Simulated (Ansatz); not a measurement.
## Al2O3 (Corundum): how G0W0 depends on its starting point

Aim: G0W0 for Al2O3 (Corundum) on several starting functionals, at one mesh, band count and screening cutoff.

Method: G0W0 on several functionals, plane waves, PAW, in Ansatz 0.2.0.

## Step 1: Starting point

Symmetry: R-3c, No. 167, trigonal system. The conventional cell has a = 4.760 Å, b = 4.760 Å, c = 12.996 Å, α = 90.00°, β = 90.00°, γ = 120.00°. Al has 6 O at 1.85 to 1.97 Å nearest. Nearest to O lie 4 Al at 1.85 to 1.97 Å. Farther neighbours and most contacts between anions are not listed.

Coordinates:

```cif
data_structure
_symmetry_space_group_name_H-M 'P 1'
_symmetry_Int_Tables_number 1
_cell_length_a 5.1302
_cell_length_b 5.1302
_cell_length_c 5.1302
_cell_angle_alpha 55.287
_cell_angle_beta 55.287
_cell_angle_gamma 55.287
_cell_volume 85.02
loop_
_atom_site_label
_atom_site_type_symbol
_atom_site_fract_x
_atom_site_fract_y
_atom_site_fract_z
_atom_site_occupancy
Al1 Al 0.35216 0.35216 0.35216 1
Al2 Al 0.14784 0.14784 0.14784 1
Al3 Al 0.64784 0.64784 0.64784 1
Al4 Al 0.85216 0.85216 0.85216 1
O5 O 0.55668 0.94332 0.25000 1
O6 O 0.25000 0.55668 0.94332 1
O7 O 0.94332 0.25000 0.55668 1
O8 O 0.44332 0.05668 0.75000 1
O9 O 0.75000 0.44332 0.05668 1
O10 O 0.05668 0.75000 0.44332 1
```

The cell and positions come from the Crystallography Open Database and are kept as given unless a step says otherwise. The default PAW set here is soft_2. Its files were made with PBE.

## Step 2: G0W0 on PBE

G0W0 replaces the xc potential by the self-energy, built once from these orbitals. Only a window of levels is corrected, while the sums run over the empty bands that the input names.

This step: G0W0 on PBE, plane waves, PAW.

Contents of input.yaml:

```yaml
crystal:
  lattice:
    - [2.38025, 1.3742379782, 4.3318666667]
    - [-2.38025, 1.3742379782, 4.3318666667]
    - [0.0, -2.7484759565, 4.3318666667]
  atoms:
    - { symbol: Al, position: [0.35216, 0.35216, 0.35216] }
    - { symbol: Al, position: [0.14784, 0.14784, 0.14784] }
    - { symbol: Al, position: [0.64784, 0.64784, 0.64784] }
    - { symbol: Al, position: [0.85216, 0.85216, 0.85216] }
    - { symbol: O, position: [0.55668, 0.94332, 0.25] }
    - { symbol: O, position: [0.25, 0.55668, 0.94332] }
    - { symbol: O, position: [0.94332, 0.25, 0.55668] }
    - { symbol: O, position: [0.44332, 0.05668, 0.75] }
    - { symbol: O, position: [0.75, 0.44332, 0.05668] }
    - { symbol: O, position: [0.05668, 0.75, 0.44332] }
kpoints:
  mp_grid: { grid: [4, 4, 4] }
hamiltonian:
  xc: pbe
scf:
  occupations: { method: fixed }
gw:
  n_empty_bands: 466
  ecut_chi: 180.0
  qp_bands: [v3, c3]
  qp_kpoints: band_edges
  screening: { model: contour_deformation }
```

On the command line:

```bash
> ansatz run input.yaml --threads 3 --pin off --max-ram 92160MiB --backend cuda --events-out ev --progress --plain --runs-dir out --devices 1 --max-vram 13GiB  # rebuilt from the run's record
```

Numbers of over 12 decimals in the logs are rounded to 6 here.

The program printed:

```text
GPUs: using 1 of 1 available (devices: 1).
Engine: ansatz 0.2.0, x86_64-unknown-linux-gnu
Pseudopotentials: kind: paw
Pseudopotential: Al, paw, valence charge 3, recommended cutoff 420 eV (normal), Al.paw.azcp
Pseudopotential: O, paw, valence charge 6, recommended cutoff 420 eV (normal), O.paw.azcp
Functional definition: PBE
  parameter kappa = 0.804
  parameter beta = 0.066725
  exchange = pbe_x(kappa = kappa, mu = beta*pi^2/3)
  correlation = pbe_c(beta = beta)
device memory: the entry about to start is reckoned to put 1.7 GiB on a device that reports 44.5 GiB free (of which the cap on the GPU budget leaves the run 13.0 GiB)
GPU FFT provider: cuFFT
GPU libraries: cuBLAS 13.8.2, cuFFT 12.4.0, cuSOLVER 12.3.4
Crystal: 10 atoms, lattice volume = 85.018 Å³
Basis set: ecut = 420 eV, 1653 PW (Γ)
Bands: 34, of which v1, the nominal top of the filled ones, is band 24 counted from 1 (23 counted from 0)
Symmetry: 12 space group operations
Space group: R-3c (ITA 167), of the structure as read, at distance tolerance 4.4e-5 Å
k-points: 13 of 64
Non-local potential: Al, projectors of the file, l = 0: 2, l = 1: 2, l = 2: 1
Non-local potential: O, projectors of the file, l = 0: 2, l = 1: 2, l = 2: 1
PAW form: soft (Blöchl's): semilocal exchange-correlation on the pseudo side does not see the compensation charge
PAW one-centre angular grid: Al, 110 points (default); XC on 64 Gauss nodes
PAW one-centre angular grid: O, 110 points (default); XC on 64 Gauss nodes
Initial density: superposition of atomic densities (neutral atoms: chi_scale 0, normalization atom), corrected by the library's trained network
Initial wavefunctions: pseudopotential atomic-orbital guess
GPU buffer pool allocated for 46656 grid points (all kernels)
GPU transforms: local potential and band sums: pruned to the plane-wave sphere, on 36×36×36
Functional: x = pbe(κ = 0.804, μ = 0.219515), c = pbe(β = 0.066725)
SCF iter   1: F=—  HF=-5569.548618 eV  |F-HF|=—  |Δ(HF+E_count)|=         —  Δρ=1.69e-3  dr2=1.16e-3  ethr=1.77e-3  ⟨swp⟩=5.3  Hψ=1777  notcnv=0  defer=87
preconditioner: auto → Resta (q_TF=auto, 2.480 Å⁻¹)  ε∞=3.5  [insulator: Δε(μ)=6.209 eV  Ē_g=17.621 eV  n_scr=20 (ndim 8)  ℏωp=27.9 eV  f_vac=0.000  ε∞_Penn≈3.5]
SCF iter   2: F=—  HF=-5569.550190 eV  |F-HF|=—  |Δ(HF+E_count)|=   1.57e-3  Δρ=8.67e-4  dr2=2.49e-4  ethr=2.42e-6  ⟨swp⟩=2.1  Hψ=885  notcnv=0  defer=104
SCF iter   3: F=—  HF=-5569.550790 eV  |F-HF|=—  |Δ(HF+E_count)|=   6.00e-4  Δρ=2.46e-4  dr2=2.78e-5  ethr=5.20e-7  ⟨swp⟩=2.0  Hψ=656  notcnv=0  defer=104
SCF iter   4: F=—  HF=-5569.550832 eV  |F-HF|=—  |Δ(HF+E_count)|=   4.24e-5  Δρ=4.77e-5  dr2=1.01e-6  ethr=5.79e-8  ⟨swp⟩=2.0  Hψ=628  notcnv=0  defer=88
iter 5 did not close the SCF: its close was put off for the readings that it lacked (scf_convergence_deferred on its scf_iter line)
SCF iter   5: F=-5569.550833 eV  HF=-5569.550833 eV  |F-HF|=1.08e-8  |Δ(HF+E_count)|=   1.09e-6  Δρ=9.38e-6  dr2=3.27e-8  ethr=2.10e-9  ⟨swp⟩=2.0  Hψ=704  notcnv=0  defer=90
SCF iter   6: F=-5569.550833 eV  HF=-5569.550833 eV  |F-HF|=1.32e-9  |Δ(HF+E_count)|=   2.51e-9  Δρ=2.09e-6  dr2=2.10e-9  ethr=6.81e-11  ⟨swp⟩=10.0  Hψ=2376  notcnv=0
SCF 1 converged in 6 iterations: F = -5569.550833 eV  dr2 = 2.10e-9
  greatest PAW one-centre occupation: 0.859 electrons in one spin orbital (limit 2), on the O atom at site 9 (counted from 0), in its partial waves of l = 0
device memory: the entry about to start is reckoned to put 2.3 GiB on a device that reports 46.4 GiB free (of which the cap on the GPU budget leaves the run 13.0 GiB)
NSCF: frozen V_eff on 13 k-points
the band table was solved once the SCF had ended and its energy, with any forces and stress, was formed, with the checks that follow a solve (1789 applications of the Hamiltonian). They found nothing against the state; the energy, forces and stress were not computed again (output.eigenvalues in the input reference)
device memory: the entry about to start is reckoned to put 4.5 GiB on a device that reports 45.3 GiB free (of which the cap on the GPU budget leaves the run 13.0 GiB)
NSCF: frozen V_eff on 13 k-points
G₀W₀ screening: q 1/13
[... further progress lines ...]
device memory: the entry about to start is reckoned to put 0.5 GiB on a device that reports 49.8 GiB free (of which the cap on the GPU budget leaves the run 13.0 GiB)
NSCF: frozen V_eff on 1 k-points
device memory: the entry about to start is reckoned to put 0.5 GiB on a device that reports 49.8 GiB free (of which the cap on the GPU budget leaves the run 13.0 GiB)
NSCF: frozen V_eff on 1 k-points
device memory: the entry about to start is reckoned to put 0.5 GiB on a device that reports 49.8 GiB free (of which the cap on the GPU budget leaves the run 13.0 GiB)
NSCF: frozen V_eff on 1 k-points
SCF converged after 6 iterations
Free energy (F): -5569.550833 eV
Harris-Foulkes:  -5569.550833 eV  (|F-HF|=1.32e-9)
Internal energy: -5569.550833 eV  (E = F + TS)
E sigma→0 (E₀):  -5569.550833 eV
Fermi energy:    7.750965 eV
--- Per-component energies (eV) ---
  E_band       = 66.968517
  E_kinetic    = 1184.755987
  E_local      = -1979.100557  (includes V_loc(G=0)·N_el)
  E_nonlocal   = 324.570045
  E_hartree    = 734.071986
  E_xc         = -613.960366
  E_vxc        = -697.572498  (∫ρ·V_xc dr)
  E_paw        = -2822.172533  (= ΣΔE_a)
  E_vpaw       = -233.842790  (= ΣTr[D̂ρ^β])
  E_aug_tail   = 0.015174  (compensation charges beyond the density's cutoff)
  E_ewald      = -2397.730569
  E_smearing   = -0.000000  (= −TS)
  E_closure    = 0.000000  (closes the sum)
  Σ components = -5569.550833   (vs F -5569.550833, Δ=0.00e0)
--- Band table (eV; the first three rows and the last of 13) ---
  k-point 0: bands = [... 20 lower, 7.2534, 7.7066, 7.7066, 7.7510, 13.9678, 16.9106, 18.5127, 19.2898, ... 6 higher]
  k-point 1: bands = [... 20 lower, 6.9864, 7.3014, 7.5967, 7.6382, 15.2220, 17.8162, 17.9062, 18.5498, ... 6 higher]
  k-point 2: bands = [... 20 lower, 6.8416, 6.8416, 7.4771, 7.4771, 17.2217, 17.2217, 17.4052, 17.4052, ... 6 higher]
  k-point 12: bands = [... 20 lower, 7.3684, 7.3684, 7.3684, 7.3684, 16.4293, 16.4293, 18.8590, 18.8590, ... 6 higher]
--- G₀W₀: contour deformation, 6 samples at zero and on the imaginary axis and 2 off it, 64 q-points, 466 empty bands' worth ---
  eigenvalues of the whole cell's RPA ε∞ on this k-mesh (on a slab, of 1 + 4πα/V) = 3.0577, 3.0886, 3.0886; static W/v taken at q = 0 is 0.324794
  bands read: the sum over 490 bands ends inside a degenerate multiplet in 1 slot, whose members it reads at an even weight; the widest, k=12: bands 489 to 492 (counted from 1) at 2/4 each
  gw.qp_kpoints: band_edges: 11 of 13 stored k-points solved, in 1 pass; an edge of the gap read off the rows below is read off those points alone
    valence top: of the k-points left out ik 10 came nearest to being solved in a further pass, in band 24 (counted from 1, as in the quasiparticle table): it holds the edge there only if its correction is more favourable than any solved in that band by at least 0.513 eV; those differ by 0.106 eV
    conduction bottom: of the k-points left out ik 10 came nearest to being solved in a further pass, in band 25 (counted from 1, as in the quasiparticle table): it holds the edge there only if its correction is more favourable than any solved in that band by at least 2.658 eV; those differ by 0.368 eV
    ik  band        ε_KS         Σx   Σc(E_QP)       V_xc       Z   E_QP_lin       E_QP  E_QP is
     0    22      7.7066   -26.9900     4.1000   -21.3928  0.8059     6.1945     6.2095  root
     0    23      7.7066   -26.9900     4.1000   -21.3928  0.8059     6.1945     6.2095  root
     0    24      7.7510   -26.9138     4.0481   -21.3873  0.8065     6.2581     6.2726  root
     0    25     13.9678   -11.3835    -3.9732   -16.6328  0.8496    15.2510    15.2440  root
     0    26     16.9106    -7.9116    -4.4076   -13.5347  0.8552    18.1336    18.1261  root
     0    27     18.5127   -10.0280    -4.6721   -16.4078  0.8456    20.2371    20.2204  root
     1    22      7.3014   -26.5359     4.2428   -20.7076  0.8034     5.6978     5.7159  root
     1    23      7.5967   -26.8143     4.1565   -21.1261  0.8050     6.0488     6.0650  root
     1    24      7.6382   -26.8054     4.1275   -21.1611  0.8053     6.1057     6.1214  root
     1    25     15.2220   -11.9853    -4.0471   -17.4196  0.8427    16.6183    16.6093  root
     1    26     17.8162    -9.4428    -4.5431   -15.5046  0.8489    19.3474    19.3349  root
     1    27     17.9062    -8.6801    -4.5120   -14.5585  0.8477    19.2829    19.2726  root
     2    22      6.8416   -26.1453     4.3484   -20.1231  0.8018     5.1463     5.1677  root
     2    23      7.4771   -26.6211     4.2189   -20.8352  0.8039     5.8927     5.9102  root
     2    24      7.4771   -26.6211     4.2189   -20.8352  0.8039     5.8927     5.9102  root
     2    25     17.2217   -10.6074    -4.4247   -16.4907  0.8394    18.6921    18.6803  root
     2    26     17.2217   -10.6074    -4.4247   -16.4907  0.8394    18.6921    18.6803  root
     2    27     17.4052    -9.2525    -4.4916   -15.1779  0.8501    18.8500    18.8391  root
     3    22      7.1554   -26.3637     4.3237   -20.4132  0.8020     5.5090     5.5287  root
     3    23      7.4871   -26.6781     4.1225   -21.0193  0.8055     5.9345     5.9508  root
     3    24      7.5835   -26.8318     4.1553   -21.1425  0.8050     6.0333     6.0495  root
     3    25     15.4852   -11.9691    -4.0853   -17.4618  0.8416    16.9021    16.8926  root
     3    26     17.8853    -9.5193    -4.5528   -15.6005  0.8484    19.4263    19.4137  root
     3    27     17.9292    -8.6835    -4.5045   -14.5400  0.8466    19.2914    19.2812  root
[...]
9    26     17.2598   -11.6040    -4.4876   -17.6914  0.8367    18.8739    18.8596  root
     9    27     17.5566    -7.6726    -4.4106   -13.3048  0.8521    18.7862    18.7782  root
    12    22      7.3684   -26.7487     4.1953   -20.9898  0.8045     5.7876     5.8048  root
    12    23      7.3684   -26.7487     4.1953   -20.9898  0.8045     5.7876     5.8048  root
    12    24      7.3684   -26.7487     4.1953   -20.9898  0.8045     5.7876     5.8048  root
    12    25     16.4293   -10.5419    -4.3096   -16.2397  0.8433    17.8275    17.8175  root
    12    26     16.4293   -10.5419    -4.3096   -16.2397  0.8433    17.8275    17.8175  root
    12    27     18.8590    -7.1141    -4.6140   -13.0268  0.8560    20.1672    20.1578  root
```

It took 29 s on 1 × NVIDIA H100 80GB HBM3 (shared by 6 runs) with 3 threads of AMD EPYC 7R13 (Zen 3), shared host; peak memory 1.7 GiB.

The column dr2 measures how far the density is from self-consistency, as an energy; F and HF (Harris–Foulkes) agree once it is small.

This step gave:

```
bands summed                                 : 490
RPA ε∞ on this mesh (eigenvalues)            : 3.058, 3.089, 3.089
plane waves in the screening matrix          : 465
q-points in the mesh                         : 64
G0W0 gap on the mesh                         : 8.971 eV
k of the valence top                         : 0, 0, 0
k of the conduction bottom                   : 0, 0, 0
starting gap on the mesh                     : 6.217 eV
Z at the valence top                         : 0.8065
Z at the conduction bottom                   : 0.8496
least direct G0W0 gap on the computed points : 8.971 eV
```

The gap on the mesh goes from 6.22 eV to 8.97 eV, a correction of +2.75 eV. Between the two edge states, bare exchange in place of the xc potential would open the gap by 10.78 eV, and correlation takes back 8.02 eV.

(Continued in part 2 of 2.)

[Paths, hosts, dates, memory and timing lines, banners, echoed tables and standing remarks are left out of the program output.]

[Logs are printed without paths, hosts, clocks, repeated set-up lines and the standing remarks that a program may print on its own settings, such as how far it seeks lower states.]

[Runs of the session that timed out or met a known fault of the program may be left out.]

[Cells called generated may have been cut or substituted from an entry of the Crystallography Open Database or the Materials Project.]

[Hosts, paths, dates, database ids (printed as entryN), source tags and the programs' standing remarks are cut or masked in the printed files.]
